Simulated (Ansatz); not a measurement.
# Re (001): surface energy and levels, part 3 of 3

Aim: for Re, relax the bulk, then cut the (001) surface, relax it and get its surface energy and levels.

Ansatz 0.2.0; DFT PBE, scalar-relativistic, plane waves, PAW. Earlier steps stand in the parts before.

**9. All atoms of the slab relaxed**

The input, input.yaml:

```yaml
crystal:
  lattice:
    - [2.7748915347, 0.0, 0.0]
    - [-1.3874457673, 2.4031265618, 0.0]
    - [0.0, 0.0, 26.2103283098]
  atoms:
    - { symbol: Re, position: [0.3333333333, 0.6666666667, 0.28614674] }
    - { symbol: Re, position: [0.6666666667, 0.3333333333, 0.371688044] }
    - { symbol: Re, position: [0.3333333333, 0.6666666667, 0.457229348] }
    - { symbol: Re, position: [0.6666666667, 0.3333333333, 0.542770652] }
    - { symbol: Re, position: [0.3333333333, 0.6666666667, 0.628311956] }
    - { symbol: Re, position: [0.6666666667, 0.3333333333, 0.71385326] }
basis:
  ecutwfc: 420
kpoints:
  mp_grid: { grid: [15, 15, 1] }
hamiltonian:
  xc: pbe
scf:
  occupations: { method: gaussian, width: 0.1 }
output:
  forces: true
  eigenvalues: true
relax:
  adjacent_minimum: "off"
  f_tol: 0.02
  max_steps: 60
efield:
  axis: 3
  dipole_correction: true
  ramp_width: 0.04
```

Run with:

```bash
> ansatz run input.yaml --threads 2 --pin off --max-ram 5632MiB --backend cpu --events-out ev --progress --plain --runs-dir out
```

The log of the run:

```text
Warning: RAYON_NUM_THREADS=2 ignored (pool sized by the plan → 2); use --threads N
[... 8 set-up lines as earlier in the session ...]
Crystal: 6 atoms, lattice volume = 174.781 Å³
Basis set: ecut = 420 eV, 3435 PW (Γ), exchange–correlation on 40×40×360 points (8 copies of the dense FFT grid, shifted against one another)
Bands: 54, of which v1, the nominal top of the filled ones, is band 45 counted from 1 (44 counted from 0)
[... 1 set-up line as earlier in the session ...]
k-points: 27 of 225 (time reversal used)
[... 6 set-up lines as earlier in the session ...]
SCF iter   1: F=—  HF=-65206.087600 eV  |F-HF|=—  |Δ(HF+E_count)|=         —  Δρ=8.57e-3  dr2=6.90e-1  ethr=1.77e-3  p=-0.000 e·Å  D=-5.65e-14 V/Å  ΔV_dip=0.00 eV  dr2_dipole=1.40e-6  V_vac-E_F(+/−)=5.04/5.04 eV  ⟨swp⟩=7.9  Hψ=6676  notcnv=0
efield: sawtooth ramp at fractional position 0.9800 (placed from the atoms, in the widest stretch of the axis that holds none; the zero of the levels goes with the place), width 0.0400; the density the first Hamiltonian is built on has a dipole p = -0.000 e·Å; the dipole correction subtracts the counter field D = -5.65e-14 V/Å, which shifts the + side's vacuum level by +0.00 eV against the − side's; the planar-averaged density in the ramp window peaks in size at 4.8e-5 e/Å³
preconditioner: auto → LDOS  [metal: Δε(μ)=0.009 eV  Ē_g=4.996 eV  σ=0.100 eV  W_gap=0.05  n_scr=20 (ndim 8)  ℏωp=18.2 eV  f_vac=0.429  D(μ)=6.05/eV (n_scr^D=20)  β→1.0]
SCF iter   2: F=—  HF=-65206.068180 eV  |F-HF|=—  |Δ(HF+E_count)|=   1.94e-2  Δρ=2.91e-3  dr2=4.32e-2  ethr=7.67e-4  p=-0.000 e·Å  D=-1.96e-5 V/Å  ΔV_dip=0.00 eV  dr2_dipole=6.78e-7  V_vac-E_F(+/−)=4.99/4.99 eV  ⟨swp⟩=2.3  Hψ=2094  notcnv=0  defer=72
SCF iter   3: F=—  HF=-65206.066560 eV  |F-HF|=—  |Δ(HF+E_count)|=   1.62e-3  Δρ=1.69e-3  dr2=2.70e-2  ethr=4.80e-5  p=-0.000 e·Å  D=-4.64e-6 V/Å  ΔV_dip=0.00 eV  dr2_dipole=1.27e-7  V_vac-E_F(+/−)=5.05/5.05 eV  ⟨swp⟩=3.0  Hψ=2722  notcnv=0  defer=72
SCF iter   4: F=—  HF=-65206.063447 eV  |F-HF|=—  |Δ(HF+E_count)|=   3.11e-3  Δρ=5.42e-4  dr2=3.02e-3  ethr=2.99e-5  p=-0.000 e·Å  D=-2.42e-6 V/Å  ΔV_dip=0.00 eV  dr2_dipole=5.33e-8  V_vac-E_F(+/−)=5.04/5.04 eV  ⟨swp⟩=2.1  Hψ=1909  notcnv=0  defer=72
SCF iter   5: F=—  HF=-65206.063199 eV  |F-HF|=—  |Δ(HF+E_count)|=   2.47e-4  Δρ=1.48e-4  dr2=2.74e-4  ethr=3.35e-6  p=-0.000 e·Å  D=-1.32e-6 V/Å  ΔV_dip=0.00 eV  dr2_dipole=6.06e-9  V_vac-E_F(+/−)=5.03/5.03 eV  ⟨swp⟩=2.0  Hψ=2061  notcnv=0  defer=38
iter 6 did not close the SCF: its close was put off until two iterations running show no level that it waits for move by more than its bar (scf_convergence_deferred on its scf_iter line)
SCF iter   6: F=-65206.063189 eV  HF=-65206.063191 eV  |F-HF|=1.81e-6  |Δ(HF+E_count)|=   8.69e-6  Δρ=4.47e-5  dr2=6.65e-6  ethr=1.11e-8  p=-0.000 e·Å  D=-4.35e-7 V/Å  ΔV_dip=0.00 eV  dr2_dipole=7.41e-10  V_vac-E_F(+/−)=5.03/5.03 eV  ⟨swp⟩=10.6  Hψ=7964  notcnv=0
SCF iter   7: F=-65206.063193 eV  HF=-65206.063193 eV  |F-HF|=4.31e-8  |Δ(HF+E_count)|=   2.24e-6  Δρ=1.04e-5  dr2=3.17e-7  ethr=7.39e-9  p=-0.000 e·Å  D=-2.21e-7 V/Å  ΔV_dip=0.00 eV  dr2_dipole=1.22e-10  V_vac-E_F(+/−)=5.03/5.03 eV  ⟨swp⟩=3.6  Hψ=5441  notcnv=0
SCF 1 converged in 7 iterations: F = -65206.063193 eV  dr2 = 3.17e-7
relax step   1: F+E_penalty+E_count = -65206.06319303 eV  Δ(F+E_penalty+E_count) = +0.000e0 eV  max|allowed force component| = 1.380e0 eV/Å  Δτ_max = 0.0000 Å  (7 SCF iters, dr2 threshold 1.00e-5 eV, accepted)
[... 2 set-up lines as earlier in the session ...]
iter 1 solved again at ethr=3.07e-3 eV; its pass at ethr=3.10e-3 eV (dr2=2.76e0 eV) is discarded
SCF iter   1: F=—  HF=-65206.254613 eV  |F-HF|=—  |Δ(HF+E_count)|=         —  Δρ=1.95e-2  dr2=2.82e0  ethr=3.07e-3  p=-0.000 e·Å  D=-2.21e-7 V/Å  ΔV_dip=0.00 eV  dr2_dipole=5.81e-11  V_vac-E_F(+/−)=5.21/5.21 eV  ⟨swp⟩=1.1  Hψ=6012  notcnv=0  defer=32
efield: sawtooth ramp at fractional position 0.9800 (handed on by an earlier solve), width 0.0400; the density the first Hamiltonian is built on has a dipole p = -0.000 e·Å; the dipole correction subtracts the counter field D = -2.21e-7 V/Å, which shifts the + side's vacuum level by +0.00 eV against the − side's; the planar-averaged density in the ramp window peaks in size at 7.6e-7 e/Å³
preconditioner: auto → LDOS  [metal: Δε(μ)=0.037 eV  Ē_g=5.335 eV  σ=0.100 eV  W_gap=0.20  n_scr=20 (ndim 8)  ℏωp=18.2 eV  f_vac=0.451  D(μ)=4.49/eV (n_scr^D=16)  β→1.0]
SCF iter   2: F=—  HF=-65206.265764 eV  |F-HF|=—  |Δ(HF+E_count)|=   1.12e-2  Δρ=1.55e-2  dr2=1.77e0  ethr=3.07e-3  p=0.000 e·Å  D=5.93e-6 V/Å  ΔV_dip=-0.00 eV  dr2_dipole=1.14e-11  V_vac-E_F(+/−)=4.68/4.68 eV  ⟨swp⟩=3.1  Hψ=2415  notcnv=0  defer=32
SCF iter   3: F=—  HF=-65205.945037 eV  |F-HF|=—  |Δ(HF+E_count)|=   3.21e-1  Δρ=2.35e-3  dr2=6.95e-3  ethr=1.97e-3  p=0.000 e·Å  D=1.82e-6 V/Å  ΔV_dip=-0.00 eV  dr2_dipole=4.07e-11  V_vac-E_F(+/−)=4.89/4.89 eV  ⟨swp⟩=2.0  Hψ=2428  notcnv=0  defer=78
SCF iter   4: F=—  HF=-65205.941593 eV  |F-HF|=—  |Δ(HF+E_count)|=   3.44e-3  Δρ=9.89e-4  dr2=2.80e-3  ethr=7.72e-6  p=0.000 e·Å  D=6.53e-7 V/Å  ΔV_dip=-0.00 eV  dr2_dipole=3.59e-10  V_vac-E_F(+/−)=4.87/4.87 eV  ⟨swp⟩=3.1  Hψ=2865  notcnv=0  defer=79
SCF iter   5: F=—  HF=-65205.941778 eV  |F-HF|=—  |Δ(HF+E_count)|=   1.85e-4  Δρ=2.23e-4  dr2=1.80e-4  ethr=3.11e-6  p=0.000 e·Å  D=4.14e-7 V/Å  ΔV_dip=-0.00 eV  dr2_dipole=3.43e-11  V_vac-E_F(+/−)=4.85/4.85 eV  ⟨swp⟩=2.4  Hψ=2375  notcnv=0  defer=79
SCF iter   6: F=-65205.941784 eV  HF=-65205.941803 eV  |F-HF|=1.93e-5  |Δ(HF+E_count)|=   2.51e-5  Δρ=8.81e-5  dr2=3.47e-5  ethr=1.11e-7  p=0.000 e·Å  D=2.59e-7 V/Å  ΔV_dip=-0.00 eV  dr2_dipole=1.66e-12  V_vac-E_F(+/−)=4.84/4.84 eV  ⟨swp⟩=11.0  Hψ=8078  notcnv=0
SCF 2 converged in 6 iterations: F = -65205.941784 eV  dr2 = 3.47e-5
relax step   2: F+E_penalty+E_count = -65205.94178377 eV  Δ(F+E_penalty+E_count) = +1.214e-1 eV  max|allowed force component| = 2.496e0 eV/Å  Δτ_max = 0.1997 Å  (6 SCF iters, dr2 threshold 1.00e-4 eV, rejected (line search))
iter 1 solved again at ethr=2.68e-3 eV; its pass at ethr=3.10e-3 eV (dr2=2.41e0 eV) is discarded
SCF iter   1: F=—  HF=-65206.414998 eV  |F-HF|=—  |Δ(HF+E_count)|=         —  Δρ=1.86e-2  dr2=2.39e0  ethr=2.68e-3  p=0.000 e·Å  D=2.59e-7 V/Å  ΔV_dip=-0.00 eV  dr2_dipole=2.97e-11  V_vac-E_F(+/−)=4.76/4.76 eV  ⟨swp⟩=1.0  Hψ=5838  notcnv=0  defer=44
efield: sawtooth ramp at fractional position 0.9800 (handed on by an earlier solve), width 0.0400; the density the first Hamiltonian is built on has a dipole p = 0.000 e·Å; the dipole correction subtracts the counter field D = 2.59e-7 V/Å, which shifts the + side's vacuum level by -0.00 eV against the − side's; the planar-averaged density in the ramp window peaks in size at 2.3e-6 e/Å³
preconditioner: auto → LDOS  [metal: Δε(μ)=0.030 eV  Ē_g=5.015 eV  σ=0.100 eV  W_gap=0.17  n_scr=20 (ndim 8)  ℏωp=18.2 eV  f_vac=0.430  D(μ)=5.06/eV (n_scr^D=18)  β→1.0]
SCF iter   2: F=—  HF=-65206.286176 eV  |F-HF|=—  |Δ(HF+E_count)|=   1.29e-1  Δρ=8.67e-3  dr2=4.29e-1  ethr=2.66e-3  p=0.000 e·Å  D=5.44e-7 V/Å  ΔV_dip=-0.00 eV  dr2_dipole=2.85e-10  V_vac-E_F(+/−)=5.10/5.10 eV  ⟨swp⟩=2.2  Hψ=2087  notcnv=0  defer=45
SCF iter   3: F=—  HF=-65206.240830 eV  |F-HF|=—  |Δ(HF+E_count)|=   4.53e-2  Δρ=3.42e-3  dr2=8.61e-2  ethr=4.77e-4  p=0.000 e·Å  D=1.08e-7 V/Å  ΔV_dip=-0.00 eV  dr2_dipole=1.55e-10  V_vac-E_F(+/−)=4.95/4.95 eV  ⟨swp⟩=3.1  Hψ=2933  notcnv=0  defer=95
SCF iter   4: F=—  HF=-65206.225106 eV  |F-HF|=—  |Δ(HF+E_count)|=   1.57e-2  Δρ=8.68e-4  dr2=3.55e-3  ethr=9.57e-5  p=0.000 e·Å  D=1.09e-7 V/Å  ΔV_dip=-0.00 eV  dr2_dipole=5.41e-11  V_vac-E_F(+/−)=4.98/4.98 eV  ⟨swp⟩=2.7  Hψ=2186  notcnv=0  defer=95
SCF iter   5: F=—  HF=-65206.225178 eV  |F-HF|=—  |Δ(HF+E_count)|=   7.19e-5  Δρ=2.68e-4  dr2=2.64e-4  ethr=3.95e-6  p=0.000 e·Å  D=2.05e-8 V/Å  ΔV_dip=-0.00 eV  dr2_dipole=1.22e-11  V_vac-E_F(+/−)=4.99/4.99 eV  ⟨swp⟩=2.6  Hψ=2159  notcnv=0  defer=95
SCF iter   6: F=—  HF=-65206.225215 eV  |F-HF|=—  |Δ(HF+E_count)|=   3.65e-5  Δρ=8.91e-5  dr2=1.84e-5  ethr=2.93e-7  p=-0.000 e·Å  D=-3.50e-8 V/Å  ΔV_dip=0.00 eV  dr2_dipole=3.53e-14  V_vac-E_F(+/−)=4.99/4.99 eV  ⟨swp⟩=3.1  Hψ=2636  notcnv=0  defer=95
SCF iter   7: F=—  HF=-65206.225114 eV  |F-HF|=—  |Δ(HF+E_count)|=   1.01e-4  Δρ=2.73e-5  dr2=1.74e-6  ethr=2.05e-8  p=-0.000 e·Å  D=-2.89e-8 V/Å  ΔV_dip=0.00 eV  dr2_dipole=4.78e-14  V_vac-E_F(+/−)=4.99/4.99 eV  ⟨swp⟩=2.6  Hψ=2353  notcnv=0  defer=95
SCF iter   8: F=—  HF=-65206.225115 eV  |F-HF|=—  |Δ(HF+E_count)|=   1.33e-6  Δρ=5.83e-6  dr2=1.65e-7  ethr=1.94e-9  p=-0.000 e·Å  D=-7.87e-9 V/Å  ΔV_dip=0.00 eV  dr2_dipole=4.48e-13  V_vac-E_F(+/−)=4.99/4.99 eV  ⟨swp⟩=2.4  Hψ=2230  notcnv=0  defer=95
SCF iter   9: F=-65206.225115 eV  HF=-65206.225115 eV  |F-HF|=1.83e-9  |Δ(HF+E_count)|=   1.64e-7  Δρ=1.47e-6  dr2=6.30e-9  ethr=1.11e-10  p=0.000 e·Å  D=1.68e-8 V/Å  ΔV_dip=-0.00 eV  dr2_dipole=2.40e-12  V_vac-E_F(+/−)=4.99/4.99 eV  ⟨swp⟩=12.0  Hψ=6759  notcnv=0
SCF 3 converged in 9 iterations: F = -65206.225115 eV  dr2 = 6.30e-9
relax step   3: F+E_penalty+E_count = -65206.22511532 eV  Δ(F+E_penalty+E_count) = -1.619e-1 eV  max|allowed force component| = 8.445e-1 eV/Å  Δτ_max = 0.0803 Å  (9 SCF iters, accepted)
[... 10 lines left out ...]
relax step   4: F+E_penalty+E_count = -65206.28305157 eV  Δ(F+E_penalty+E_count) = -5.794e-2 eV  max|allowed force component| = 3.184e-1 eV/Å  Δτ_max = 0.0974 Å  (6 SCF iters, dr2 threshold 4.46e-5 eV, accepted)
[... 9 lines left out ...]
relax step   5: F+E_penalty+E_count = -65206.28946400 eV  Δ(F+E_penalty+E_count) = -6.412e-3 eV  max|allowed force component| = 1.283e-1 eV/Å  Δτ_max = 0.0213 Å  (6 SCF iters, dr2 threshold 1.44e-5 eV, accepted)
[... 8 lines left out ...]
relax step   6: F+E_penalty+E_count = -65206.29069570 eV  Δ(F+E_penalty+E_count) = -1.232e-3 eV  max|allowed force component| = 9.348e-3 eV/Å  Δτ_max = 0.0084 Å  (5 SCF iters, dr2 threshold 2.34e-6 eV, accepted)
iter 1 solved again at ethr=1.91e-9 eV; its pass at ethr=3.10e-3 eV (dr2=1.72e-6 eV) is discarded
SCF iter   1: F=—  HF=-65206.290754 eV  |F-HF|=—  |Δ(HF+E_count)|=         —  Δρ=1.82e-5  dr2=1.72e-6  ethr=1.91e-9  p=0.000 e·Å  D=2.65e-8 V/Å  ΔV_dip=-0.00 eV  dr2_dipole=5.06e-13  V_vac-E_F(+/−)=4.90/4.90 eV  ⟨swp⟩=1.0  Hψ=3618  notcnv=0
efield: sawtooth ramp at fractional position 0.9800 (handed on by an earlier solve), width 0.0400; the density the first Hamiltonian is built on has a dipole p = 0.000 e·Å; the dipole correction subtracts the counter field D = 2.65e-8 V/Å, which shifts the + side's vacuum level by -0.00 eV against the − side's; the planar-averaged density in the ramp window peaks in size at 2.5e-6 e/Å³
preconditioner: auto → LDOS  [metal: Δε(μ)=0.013 eV  Ē_g=5.134 eV  σ=0.100 eV  W_gap=0.07  n_scr=20 (ndim 8)  ℏωp=18.2 eV  f_vac=0.439  D(μ)=3.77/eV (n_scr^D=16)  β→1.0]
SCF iter   2: F=—  HF=-65206.290697 eV  |F-HF|=—  |Δ(HF+E_count)|=   5.67e-5  Δρ=1.42e-5  dr2=2.15e-6  ethr=1.91e-9  p=0.000 e·Å  D=5.16e-9 V/Å  ΔV_dip=-0.00 eV  dr2_dipole=2.35e-14  V_vac-E_F(+/−)=4.90/4.90 eV  ⟨swp⟩=2.0  Hψ=2087  notcnv=0
SCF iter   3: F=-65206.290697 eV  HF=-65206.290697 eV  |F-HF|=3.23e-8  |Δ(HF+E_count)|=   1.27e-7  Δρ=2.88e-6  dr2=5.07e-8  ethr=1.11e-10  p=0.000 e·Å  D=9.93e-9 V/Å  ΔV_dip=-0.00 eV  dr2_dipole=3.18e-13  V_vac-E_F(+/−)=4.90/4.90 eV  ⟨swp⟩=4.3  Hψ=6435  notcnv=0
SCF 7 converged in 3 iterations: F = -65206.290697 eV  dr2 = 5.07e-8
relax step   7: F+E_penalty+E_count = -65206.29069709 eV  Δ(F+E_penalty+E_count) = -1.395e-6 eV  max|allowed force component| = 8.718e-3 eV/Å  Δτ_max = 0.0000 Å  (3 SCF iters, accepted)
SCF converged after 3 iterations
Free energy (F): -65206.290697 eV
Harris-Foulkes:  -65206.290697 eV  (|F-HF|=3.23e-8)
Internal energy: -65206.271823 eV  (E = F + TS)
E sigma→0 (E₀):  -65206.281260 eV
Entropy (-TS):   -0.018874 eV (-3.146 meV/atom)
Fermi energy:    9.734641 eV
Dipole field:    D = -0.000001 V/Å  (p = -0.000001 e·Å, saw-weighted, corrected)
Work function:   Φ+ = 4.8997 eV   Φ− = 4.8997 eV
Levels:          The Fermi level and band energies are counted from a zero that moves with the ramp; work functions are not
--- Per-component energies (eV) ---
  E_band       = -1698.459331
  E_kinetic    = 3238.950215
  E_local      = -122487.545054  (includes V_loc(G=0)·N_el)
  E_nonlocal   = 294.369358
  E_hartree    = 59967.959292
  E_xc         = -2419.671105
  E_vxc        = -1818.960775  (∫ρ·V_xc dr)
  E_paw        = -51954.411903  (= ΣΔE_a)
  E_vpaw       = -861.161241  (= ΣTr[D̂ρ^β])
  E_aug_tail   = -0.000429  (compensation charges beyond the density's cutoff)
  E_efield     = 0.000000  (sawtooth field / dipole correction)
  E_vefield    = 0.000000  (∫n·V_field dr)
  E_ewald      = 48154.077803
  E_smearing   = -0.018874  (= −TS)
  E_closure    = 0.000000  (closes the sum)
  Σ components = -65206.290697   (vs F -65206.290697, Δ=0.00e0)
--- Forces (eV/Å), atoms counted from 1 ---
  atom   1  Re     0.00000000    -0.00000000    -0.00251907
  atom   2  Re    -0.00000000    -0.00000000     0.00871730
  atom   3  Re     0.00000000     0.00000000    -0.00516026
  atom   4  Re     0.00000000    -0.00000000     0.00516065
  atom   5  Re     0.00000000     0.00000000    -0.00871757
  atom   6  Re    -0.00000000     0.00000000     0.00251908
  max |Σ_I F_I| component: 1.41e-7 eV/Å
--- Band table (eV; the first three rows and the last of 27) ---
  k-point 0: bands = ["-69.9915", "-69.9859", "-69.9431", "-69.8723", "-69.8349", "-69.8340", "-32.4517", "-32.3472", "-32.1234", "-31.6392", "-31.4708", "-31.4708", "-31.4614", "-31.4614", "-31.4394", "-31.4050", "-31.4050", "-31.3119", "-31.3043", "-31.3043", "-31.2491", "-31.2491", "-31.2476", "-31.2476", "0.3057", "0.9915", "1.9889", "2.9911", "3.2686", "3.2894", "7.2938", "7.8169", "8.0212", "8.0212", "8.0975", "8.0975", "8.1465", "8.1465", "8.2643", "8.2816", "8.4061", "8.4061", "8.6711", "8.6711", "8.7327", "8.8800", "8.8800", "10.0132", "10.3874", "10.3874", "10.5476", "11.0327", "11.0327", "11.7911"]
  k-point 1: bands = ["-69.9876", "-69.9822", "-69.9396", "-69.8701", "-69.8326", "-69.8317", "-32.4371", "-32.3369", "-32.1203", "-31.6626", "-31.5185", "-31.5052", "-31.4825", "-31.4724", "-31.4364", "-31.4235", "-31.4153", "-31.3322", "-31.3274", "-31.3112", "-31.2821", "-31.2689", "-31.2561", "-31.2545", "0.4846", "1.1655", "2.1616", "3.1713", "3.4503", "3.4624", "7.0797", "7.6849", "7.8090", "7.8306", "7.8598", "8.1537", "8.1869", "8.2313", "8.2940", "8.3016", "8.4662", "8.5328", "8.6263", "8.7215", "8.7940", "8.9811", "9.0106", "9.8238", "9.9800", "10.3021", "10.3643", "10.9671", "10.9981", "11.7404"]
  k-point 2: bands = ["-69.9765", "-69.9717", "-69.9297", "-69.8638", "-69.8261", "-69.8254", "-32.3953", "-32.3087", "-32.1157", "-31.7429", "-31.6349", "-31.6035", "-31.5152", "-31.5033", "-31.4938", "-31.4554", "-31.4439", "-31.4173", "-31.4012", "-31.3447", "-31.3313", "-31.2982", "-31.2763", "-31.2740", "0.9959", "1.6558", "2.6387", "3.6666", "3.9339", "3.9530", "6.6168", "7.1697", "7.2923", "7.3593", "7.4662", "7.9680", "8.1664", "8.1724", "8.5114", "8.5223", "8.5910", "8.7044", "8.8860", "8.9214", "8.9708", "9.1002", "9.2687", "9.3807", "9.4674", "10.2061", "10.2789", "10.8659", "10.9954", "11.6405"]
  k-point 26: bands = ["-69.8852", "-69.8852", "-69.8345", "-69.8345", "-69.7765", "-69.7765", "-32.2321", "-32.2321", "-32.1566", "-32.1566", "-32.1556", "-32.1267", "-32.0406", "-32.0263", "-32.0263", "-31.8487", "-31.7804", "-31.7661", "-31.6533", "-31.6533", "-31.5550", "-31.5550", "-31.4975", "-31.4975", "4.8265", "5.2020", "5.4432", "5.4432", "5.6779", "5.6779", "5.7184", "6.1897", "6.1897", "6.4550", "6.5102", "7.6625", "7.6625", "7.7604", "7.7604", "8.2009", "8.2372", "8.2481", "8.2481", "9.6012", "9.7114", "10.5913", "11.5998", "12.2180", "12.2180", "12.7097", "12.9395", "12.9395", "13.1040", "13.1040"]
--- Relaxed structure (7 steps of the walk, 6 accepted, 0 SCFs on fresh bases) ---
  F+E_penalty+E_count = -65206.29069709 eV   max|allowed force component| = 8.718e-3 eV/Å
  atoms:
    - { symbol: Re, position: [0.33333333333333326, 0.6666666666666666, 0.289589190298761] }
    - { symbol: Re, position: [0.6666666666666667, 0.3333333333333333, 0.369689847887125] }
    - { symbol: Re, position: [0.33333333333333326, 0.6666666666666666, 0.4587294241619373] }
    - { symbol: Re, position: [0.6666666666666667, 0.3333333333333333, 0.5412705755547063] }
    - { symbol: Re, position: [0.33333333333333326, 0.6666666666666666, 0.6303101523214953] }
    - { symbol: Re, position: [0.6666666666666667, 0.3333333333333333, 0.7104108097759749] }
```

It took 1.7 min on 2 threads of Arm Neoverse V1, shared host; peak memory 0.52 GiB.

Relaxation path:

```csv
step,energy from step 1 (eV/cell),largest force component (eV/Å)
1,0.0000,1.3801
2,0.1214,2.4958
3,-0.1619,0.8445
4,-0.2199,0.3184
5,-0.2263,0.1283
6,-0.2275,0.0093
7,-0.2275,0.0087
```

Step 1 is the start. Step 2 was tried and not accepted.

Read from this run: work function 4.90 eV.

Plane-averaged electrostatic potential energy of an electron across the slab, counted from the Fermi level:

(z (Å), V (eV)): (1.75, 4.90), (2.33, 4.90), (2.62, 4.90), (3.20, 4.90), (3.49, 4.90), (4.08, 4.89), (4.66, 4.85), (4.95, 4.80), (5.53, 4.48), (5.82, 4.03), (6.41, 1.14), (6.99, -11.77), (7.28, -20.21), (7.86, -21.12), (8.15, -13.26), (8.74, -3.79), (9.03, -10.29), (9.61, -23.94), (10.19, -15.15), (10.48, -5.94), (11.07, -2.54), (11.36, -9.83), (11.94, -23.79), (12.52, -15.25), (12.81, -6.30), (13.40, -6.30), (13.69, -15.25), (14.27, -23.79), (14.85, -9.83), (15.14, -2.54), (15.73, -5.94), (16.02, -15.15), (16.60, -23.94), (17.18, -10.29), (17.47, -3.79), (18.06, -13.26), (18.35, -21.12), (18.93, -20.21), (19.22, -11.77), (19.80, 1.14), (20.39, 4.03), (20.68, 4.48), (21.26, 4.80), (21.55, 4.85), (22.13, 4.89), (22.72, 4.90), (23.01, 4.90), (23.59, 4.90), (23.88, 4.90), (24.46, 4.90)

**10. Surface energy and levels of (001)**

The surface energy is (E_slab − N·E_bulk) / 2A, with N = 6 atoms and A = 6.67 Å².

|  | as cut | relaxed |
| --- | --- | --- |
| surface energy, mean of both faces | 2.91 J/m² | 2.63 J/m² |
| work function | 5.03 eV | 4.90 eV |
| dipole along +c (e·Å/cell) | 0.000 | 0.000 |

How the layers moved (bottom to top):

```csv
plane,atoms,"spacing to the next, as cut (Å)",relaxed (Å),change (%),rumpling (Å)
1,Re,2.242,2.099,-6.4,0.000
2,Re,2.242,2.334,+4.1,0.000
3,Re,2.242,2.163,-3.5,0.000
4,Re,2.242,2.334,+4.1,0.000
5,Re,2.242,2.099,-6.4,0.000
6,Re,,,,0.000
```

**11. Summary of results**

The summary covers parts 1 to 3. Changes of volume or cell count from the first structure of part 1.

| quantity | value |
| --- | --- |
| bulk: relaxed cell | a = 2.775 Å, b = 2.775 Å, c = 4.484 Å, α = 90.00°, β = 90.00°, γ = 120.00° |
| bulk: space group (0.01 Å) | P6_3/mmc (No. 194) |
| bulk: volume | 14.95 Å³/atom |
| surface energy, (001), cut with Re on top | 2.63 J/m² |
| work function, (001), cut with Re on top | 4.90 eV |

What this shows: The bulk's relaxed volume is 1.7 % larger than at the start. A measured lattice constant a of Re is 2.761 Å (300 K; quoted in “Structural evolution of Re (0001) thin films grown on Nb (110) surfaces by molecular beam epitaxy”, 2010, arxiv:1008.4577); the calculated 2.775 Å misses it by +0.5 %. Measured lattice constant c of Re: 4.46 Å (a printed reference work, textbook). This calculation gives 4.484 Å (+0.5 %). That is the cell relaxed with PBE, without thermal expansion or zero-point motion. The outermost spacing of (001) contracts by 6.4 %, and relaxation gains 0.281 J/m² a face. Spin-orbit coupling is left out for Re.
